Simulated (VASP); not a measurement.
# Cl (Cmce) in VASP: a series of runs, part 2 of 2

VASP 6.6.1. Earlier steps stand in the parts before.

### 3 Equation of state, LDA, 21.59 Å³/atom (a relaxed cell with its volume scaled by 0.96)

The input, INCAR:

```
  PREC = Accurate
  ENCUT = 520
  EDIFF = 1E-6
  ISMEAR = 0
  SIGMA = 0.02
  LREAL = False
  LASPH = True
  NELM = 60
  ALGO = Normal
  ISIF = 2
  LWAVE = False
  LCHARG = False
  GGA = CA
  KPAR = 2
```

The input, KPOINTS:

```
Automatic mesh
0
Gamma
  6 6 4
```

The input, POSCAR:

```
Cl                                      
1.0
    3.0478511464     -1.8417627753     -0.0000000000
    3.0478511464      1.8417627753      0.0000000000
    0.0000000000     -0.0000000000      7.6909290975
  Cl            
     4
Direct
     0.3639224698778152    0.6360775301221850    0.3871896553039110
     0.1360775301221848    0.8639224698778150    0.8871896553039110
     0.6360775301221850    0.3639224698778152    0.6128103446960890
     0.8639224698778150    0.1360775301221848    0.1128103446960889
```

Potentials or basis: VASP PAW LDA potentials, release 64 (Cl).

Command:

```console
cat potpaw_LDA.64/Cl/POTCAR > POTCAR
mpirun -np 2 vasp_std > vasp.out
```

OUTCAR:

```text
PREC = Accurate
   ENCUT = 520
   EDIFF = 1E-6
   ISMEAR = 0
   LREAL = False
   LASPH = True
   NELM = 60
   ISIF = 2
   GGA = CA

 ion  position               nearest neighbor table
   1  0.364  0.636  0.387-   3 2.00
   2  0.136  0.864  0.887-   4 2.00
   3  0.636  0.364  0.613-   1 2.00
   4  0.864  0.136  0.113-   2 2.00

  LATTYP: Found a base centered orthorhombic cell.
 ALAT       =     3.6835255506
 B/A-ratio  =     1.6548554392
 C/A-ratio  =     2.0879260892

  Lattice vectors:

 A1 = (  -3.0478511464,  -1.8417627753,   0.0000000000)
 A2 = (   3.0478511464,  -1.8417627753,   0.0000000000)
 A3 = (   0.0000000000,   0.0000000000,   7.6909290975)

Analysis of symmetry for initial positions (statically):
=====================================================================
 Subroutine PRICEL returns:
 Original cell was already a primitive cell.

 Routine SETGRP: Setting up the symmetry group for a
 base centered orthorhombic supercell.

 Subroutine GETGRP returns: Found  8 space group operations
 (whereof  4 operations were pure point group operations)
 out of a pool of  8 trial point group operations.

The static configuration has the point symmetry C_2h.
 The point group associated with its full space group is D_2h.

Analysis of symmetry for dynamics (positions and initial velocities):
=====================================================================
 Subroutine PRICEL returns:
 Original cell was already a primitive cell.

 Routine SETGRP: Setting up the symmetry group for a
 base centered orthorhombic supercell.

 Subroutine GETGRP returns: Found  8 space group operations
 (whereof  4 operations were pure point group operations)
 out of a pool of  8 trial point group operations.

The dynamic configuration has the point symmetry C_2h.
 The point group associated with its full space group is D_2h.

 Subroutine INISYM returns: Found  8 space group operations
 (whereof  4 operations are pure point group operations),
 and found     1 'primitive' translations

----------------------------------------------------------------------------------------

                                     Primitive cell

  volume of cell :      86.3448

  direct lattice vectors                    reciprocal lattice vectors
     3.047851146 -1.841762775  0.000000000     0.164050006 -0.271479045  0.000000000
     3.047851146  1.841762775  0.000000000     0.164050006  0.271479045  0.000000000
     0.000000000  0.000000000  7.690929097     0.000000000  0.000000000  0.130023302

  length of vectors
     3.561107515  3.561107515  7.690929097     0.317195959  0.317195959  0.130023302

  position of ions in fractional coordinates (direct lattice)
     0.363922470  0.636077530  0.387189655
     0.136077530  0.863922470  0.887189655
     0.636077530  0.363922470  0.612810345
     0.863922470  0.136077530  0.112810345

  ion indices of the primitive-cell ions
   primitive index   ion index
                 1           1
                 2           2
                 3           3
                 4           4

----------------------------------------------------------------------------------------

[... 26 lines left out ...]
  0.000000  0.000000  0.000000      1.000000
  0.166667  0.000000  0.000000      4.000000
  0.333333  0.000000  0.000000      4.000000
  0.500000  0.000000  0.000000      2.000000
  0.166667  0.166667  0.000000      2.000000
  0.333333  0.166667  0.000000      4.000000
[... 16 lines left out ...]
  0.333333  0.333333  0.250000      4.000000
  0.500000  0.333333  0.250000      8.000000
 [... further k-points ...]
   k-points           NKPTS =     39   k-points in BZ     NKDIM =     39   number of bands    NBANDS=     18
   number of dos      NEDOS =    301   number of ions     NIONS =      4
   total plane-waves  NPLWV =  47040
   dimension x,y,z NGX =    28 NGY =   28 NGZ =   60
   dimension x,y,z NGXF=    56 NGYF=   56 NGZF=  120
   ions per type =               4
   NGX,Y,Z   is equivalent  to a cutoff of  13.07, 13.07, 12.97 a.u.
   NGXF,Y,Z  is equivalent  to a cutoff of  26.14, 26.14, 25.94 a.u.
 SYSTEM =  unknown system
   PREC   = accura    normal or accurate (medium, high low for compatibility)
   ISTART =      0    job   : 0-new  1-cont  2-samecut
   ICHARG =      2    charge: 1-file 2-atom 10-const
   ISPIN  =      1    spin polarized calculation?
   LNONCOLLINEAR =      F non collinear calculations
   LSORBIT =      F    spin-orbit coupling
   LASPH  =      T    aspherical Exc in radial PAW
   ENCUT  =  520.0 eV  38.22 Ry    6.18 a.u.   6.62  6.62 14.30*2*pi/ulx,y,z
   NELM   =     60;   NELMIN=  2; NELMDL= -5     # of ELM steps
   EDIFF  = 0.1E-05   stopping-criterion for ELM
   LREAL  =      F    real-space projection
   EDIFFG = 0.1E-04   stopping-criterion for IOM
   NSW    =      0    number of steps for IOM
   IBRION =     -1    ionic relax: 0-MD 1-quasi-New 2-CG
   NFREE  =      0    steps in history (QN), initial steepest desc. (CG)
   ISIF   =      2    stress and relaxation
   ISYM   =      2    0-nonsym 1-usesym 2-fastsym
   POTIM  = 0.5000    time-step for ionic-motion
   TEBEG  =    0.0;   TEEND  =   0.0 temperature during run
   PSTRESS=    0.0 pullay stress
   NELECT =      28.0000    total number of electrons
   NUPDOWN=      -1.0000    fix difference up-down
   EMIN   =  10.00;   EMAX   =-10.00  energy-range for DOS
   EFERMI =   0.00;   METHOD = LEGACY
   ISMEAR =     0;   SIGMA  =   0.02  broadening in eV -4-tet -1-fermi 0-gaus
   EFERMI_NEDOS =   21; number of points for ismear=-14 and -15
   IALGO  =     38    algorithm
   IMIX   =      4    mixing-type and parameters
     AMIX     =   0.40;   BMIX     =  1.00
     AMIX_MAG =   1.60;   BMIX_MAG =  1.00
  volume/ion in A,a.u.               =      21.59       145.67
  Fermi-wavevector in a.u.,A,eV,Ry     =   1.124731  2.125434 17.211647  1.265020
  Thomas-Fermi vector in A             =   2.261405
   LORBIT       =      0    0 simple, 1 ext, 2 COOP (PROOUT), +10 PAW based schemes
   GGA     = CA    functional components
   LHFCALC =     F    Hartree Fock is set to
   AEXX    =    0.0000 exact exchange contribution
   IVDW    =     0    specifies the selected vdW correction
   LEPSILON=     F    determine dielectric tensor
   LRPA    =     F    only Hartree local field effects (RPA)
 non-spin polarized calculation
 Gauss-broadening in eV      SIGMA  =   0.02
  energy-cutoff  :      520.00
  volume of cell :       86.34
 maximum number of plane-waves:      2354
 NGX is ok and might be reduce to    28
   NGX = 13   NGY = 13   NGZ = 29

 number of electron      27.9999990 magnetization

 Free energy of the ion-electron system (eV)
  ---------------------------------------------------
  ext. energy  EPLUGINS =         0.00000000
  ---------------------------------------------------
  free energy    TOTEN  =        -9.11141725 eV

  energy without entropy =       -9.11141725  energy(sigma->0) =       -9.11141725

 E-fermi :   2.1491     XC(G=0):  -9.6620

 val. band max:        2.0275161342   @ k =   0.0000   0.0000   0.0000
 cond. band min:       4.1318321286   @ k =   0.5000   0.5000   0.0000
 fundamental gap:      2.1043159943
 Fermi energy:         2.1491327240

 k-point     1 :       0.0000    0.0000    0.0000
  band No.  band energies     occupation
      1     -15.5867      2.00000
      2     -14.9102      2.00000
      3     -11.8339      2.00000
      4      -9.9588      2.00000
      5      -4.6719      2.00000
      6      -2.3551      2.00000
[... 481 lines left out ...]
      5      -4.1860      2.00000
      6      -3.1777      2.00000
[... 10 lines left out ...]
     17      10.1153      0.00000
     18      10.7235      0.00000

 [... further k-points ...]

------------------------ aborting loop because EDIFF is reached ----------------------------------------

  FORCE on cell =-STRESS in cart. coord.  units (eV):
  Direction    XX          YY          ZZ          XY          YZ          ZX
  --------------------------------------------------------------------------------------
  -------------------------------------------------------------------------------------
  Total        0.1537780      0.9899403      2.1176741      0.0000000      0.0000000      0.0000000
  in kB        2.8534393     18.3689086     39.2946527      0.0000000      0.0000000      0.0000000
  external PRESSURE =      20.1723335 kB  Pullay stress =       0.0000000 kB

 VOLUME and BASIS-vectors are now :
 -----------------------------------------------------------------------------
  energy-cutoff  :      520.00
  volume of cell :       86.34
      direct lattice vectors                 reciprocal lattice vectors
     3.047851146 -1.841762775  0.000000000     0.164050006 -0.271479045  0.000000000
     3.047851146  1.841762775  0.000000000     0.164050006  0.271479045  0.000000000
     0.000000000  0.000000000  7.690929097     0.000000000  0.000000000  0.130023302

 POSITION                                       TOTAL-FORCE (eV/Angst)
 -----------------------------------------------------------------------------------
      3.04785      0.50125      2.97785         0.000000      0.224712     -0.297988
      3.04785      1.34052      6.82331         0.000000     -0.224712     -0.297988
      3.04785     -0.50125      4.71308         0.000000     -0.224712      0.297988
      3.04785     -1.34052      0.86762         0.000000      0.224712      0.297988
 -----------------------------------------------------------------------------------
    total drift:                                0.000000     -0.000000      0.000000

  FREE ENERGIE OF THE ION-ELECTRON SYSTEM (eV)
  ---------------------------------------------------
  free  energy   TOTEN  =        -9.1114172461 eV

  energy  without entropy=       -9.1114172461  energy(sigma->0) =       -9.11141725
```

OSZICAR:

```text
N       E                     dE             d eps       ncg     rms          rms(c)
DAV:   1     0.185066258661E+03    0.18507E+03   -0.13196E+04  1404   0.137E+03
DAV:   2     0.158662415104E+01   -0.18348E+03   -0.18025E+03  2062   0.240E+02
DAV:   3    -0.942567034772E+01   -0.11012E+02   -0.10981E+02  1768   0.700E+01
DAV:   4    -0.954567467546E+01   -0.12000E+00   -0.11994E+00  1724   0.853E+00
DAV:   5    -0.954749071734E+01   -0.18160E-02   -0.18159E-02  1740   0.105E+00    0.192E+01
DAV:   6    -0.922791429518E+01    0.31958E+00   -0.21693E-01  1542   0.310E+00    0.124E+01
DAV:   7    -0.912256628137E+01    0.10535E+00   -0.48083E-01  1566   0.445E+00    0.871E-01
DAV:   8    -0.911131242881E+01    0.11254E-01   -0.63408E-02  1494   0.182E+00    0.409E-01
DAV:   9    -0.911141297039E+01   -0.10054E-03   -0.18479E-03  1684   0.314E-01    0.160E-01
DAV:  10    -0.911142012565E+01   -0.71553E-05   -0.10102E-04  1820   0.679E-02    0.545E-02
DAV:  11    -0.911141814628E+01    0.19794E-05   -0.28719E-05  1552   0.347E-02    0.135E-02
DAV:  12    -0.911141724614E+01    0.90015E-06   -0.47186E-06  1498   0.158E-02
   1 F= -.91114172E+01 E0= -.91114172E+01  d E =-.684555E-20
```

It took 15 s on 2 MPI ranks of AMD EPYC 9R14 (Zen 4), shared host; peak memory 0.15 GiB.

Results:

- Free energy: -9.1114 eV
- Pressure: 2.0 GPa
- Largest force: 0.373 eV/Å
- Band gap on the k mesh: 2.10 eV, indirect (least direct gap 2.13 eV)

### 4 Equation of state, LDA, 22.04 Å³/atom (a relaxed cell with its volume scaled by 0.98)

INCAR is that of step 3.

KPOINTS is that of step 3.

Changes to POSCAR since step 3:

```diff
@@ -2,5 +2,5 @@
 1.0
-    3.0478511464     -1.8417627753     -0.0000000000
-    3.0478511464      1.8417627753      0.0000000000
-    0.0000000000     -0.0000000000      7.6909290975
+    3.0688714738     -1.8544649890     -0.0000000000
+    3.0688714738      1.8544649890      0.0000000000
+    0.0000000000     -0.0000000000      7.7439716640
   Cl
```

Command:

```console
cat potpaw_LDA.64/Cl/POTCAR > POTCAR
mpirun -np 2 vasp_std > vasp.out
```

It took 15 s on 2 MPI ranks of AMD EPYC 9R14 (Zen 4), shared host; peak memory 0.16 GiB.

It converged, with:

| Item | Value |
| --- | --- |
| Free energy | -9.1286 eV |
| Pressure | 0.9 GPa |
| Largest force | 0.179 eV/Å |
| Band gap on the k mesh | 2.03 eV, indirect (least direct gap 2.05 eV) |

### 5 Equation of state, LDA, 22.49 Å³/atom

INCAR is that of step 4.

KPOINTS is that of step 4.

Changes to POSCAR since step 4:

```diff
@@ -2,5 +2,5 @@
 1.0
-    3.0688714738     -1.8544649890     -0.0000000000
-    3.0688714738      1.8544649890      0.0000000000
-    0.0000000000     -0.0000000000      7.7439716640
+    3.0896077208     -1.8669955379     -0.0000000000
+    3.0896077208      1.8669955379      0.0000000000
+    0.0000000000     -0.0000000000      7.7962973841
   Cl
```

Command:

```console
cat potpaw_LDA.64/Cl/POTCAR > POTCAR
mpirun -np 2 vasp_std > vasp.out
```

Run time: 15 s. Hardware: 2 MPI ranks of AMD EPYC 9R14 (Zen 4), shared host; peak memory 0.16 GiB.

Results (log left out):

* Free energy: -9.1339 eV
* Pressure: -0.1 GPa
* Largest force: 0.005 eV/Å
* Band gap on the k mesh: 1.96 eV, indirect (least direct gap 1.97 eV)

### 6 Equation of state, LDA, 22.94 Å³/atom (a relaxed cell with its volume scaled by 1.02)

INCAR is that of step 5.

KPOINTS is that of step 5.

Changes to POSCAR since step 5:

```diff
@@ -2,5 +2,5 @@
 1.0
-    3.0896077208     -1.8669955379     -0.0000000000
-    3.0896077208      1.8669955379      0.0000000000
-    0.0000000000     -0.0000000000      7.7962973841
+    3.1100692954     -1.8793601071     -0.0000000000
+    3.1100692954      1.8793601071      0.0000000000
+    0.0000000000     -0.0000000000      7.8479299973
   Cl
```

Potentials or basis: VASP PAW LDA potentials, release 64 (Cl).

Command:

```console
cat potpaw_LDA.64/Cl/POTCAR > POTCAR
mpirun -np 2 vasp_std > vasp.out
```

Run time: 16 s. Hardware: 2 MPI ranks of AMD EPYC 9R14 (Zen 4), shared host; peak memory 0.16 GiB.

The run converged. Its results:

* Free energy: -9.1284 eV
* Pressure: -1.0 GPa
* Largest force: 0.171 eV/Å
* Band gap on the k mesh: 1.90 eV, direct

### 7 Equation of state, LDA, 23.39 Å³/atom (a relaxed cell with its volume scaled by 1.04)

INCAR is that of step 6.

KPOINTS is that of step 6.

Changes to POSCAR since step 6:

```diff
@@ -2,5 +2,5 @@
 1.0
-    3.1100692954     -1.8793601071     -0.0000000000
-    3.1100692954      1.8793601071      0.0000000000
-    0.0000000000     -0.0000000000      7.8479299973
+    3.1302651165     -1.8915640861     -0.0000000000
+    3.1302651165      1.8915640861      0.0000000000
+    0.0000000000     -0.0000000000      7.8988920097
   Cl
```

Command:

```console
cat potpaw_LDA.64/Cl/POTCAR > POTCAR
mpirun -np 2 vasp_std > vasp.out
```

It took 15 s on 2 MPI ranks of AMD EPYC 9R14 (Zen 4), shared host; peak memory 0.16 GiB.

It converged, with:

```
Free energy            : -9.1135 eV
Pressure               : -1.8 GPa
Largest force          : 0.330 eV/Å
Band gap on the k mesh : 1.83 eV, direct
```

### 8 Equation of state, LDA

This run uses another cell than the first one, of 22.49 Å³/atom, 0.774 times its volume.

Potentials or basis: VASP PAW LDA potentials, release 64 (Cl).

No new run: the results of the series are fitted here.

What came out:

```
Equilibrium volume                        : 22.47 Å³/atom
Bulk modulus at fixed shape and positions : 48 GPa
Pressure derivative of the bulk modulus   : 4.5 (rough: it moves with the points fitted)
```

Energy against volume, from the lowest point:
| volume (Å³/atom) | energy (meV/atom) |
| --- | --- |
| 21.586 | 5.61 |
| 22.036 | 1.32 |
| 22.486 | 0.00 |
| 22.935 | 1.35 |
| 23.385 | 5.10 |

Caveat: the cell was scaled at fixed shape and fractional positions, which overstates the stiffness of a crystal with free parameters, most of all of layers and chains.
